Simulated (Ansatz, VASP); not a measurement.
## One calculation of BiTe, two programs

```
Bi Te
1.0
     0.00000    3.23500    3.23500
     3.23500    0.00000    3.23500
     3.23500    3.23500    0.00000
Bi Te
1 1
Direct
  0.00000 0.00000 0.00000
  0.50000 0.50000 0.50000
```

Alike in both runs: task single point; functional HSE(alpha, omega); k mesh 4 × 4 × 4; occupations fermi-dirac, width 0.05 eV; no spin polarisation.

```csv
,VASP,Ansatz
version,VASP 6.6.1,Ansatz 0.2.0
potentials or method,"VASP PAW PBE potentials, release 64 (Bi_d, Te)",Ansatz PAW
plane-wave cutoff (eV),520,420
valence electrons in the cell,21,31
```

Ansatz gave:

```
gap on the k mesh at the Fermi level (eV) : none
pressure (GPa)                            : -1.5
```

**Question.** What did VASP give for the same quantities?

**Answer.** gap on the k mesh at the Fermi level (eV): none; pressure (GPa): -1.7.

A gap of «none» marks a metal or a gap that the smearing closes. The two sets of potentials don't hold the same shells in valence.

Caveats: the k mesh is coarse (spacing up to 0.42 Å⁻¹), so the values aren't converged, least of all with exact exchange; spin-orbit coupling is left out, which moves the levels of the heavy elements; the PAW data sets were made with another functional, which shifts forces and pressure a little (VASP); the PAW data sets come from PBE, with cores solved anew for the run's functional, which leaves a small shift of forces and pressure (Ansatz); the thresholds are loose for stress (Ansatz).
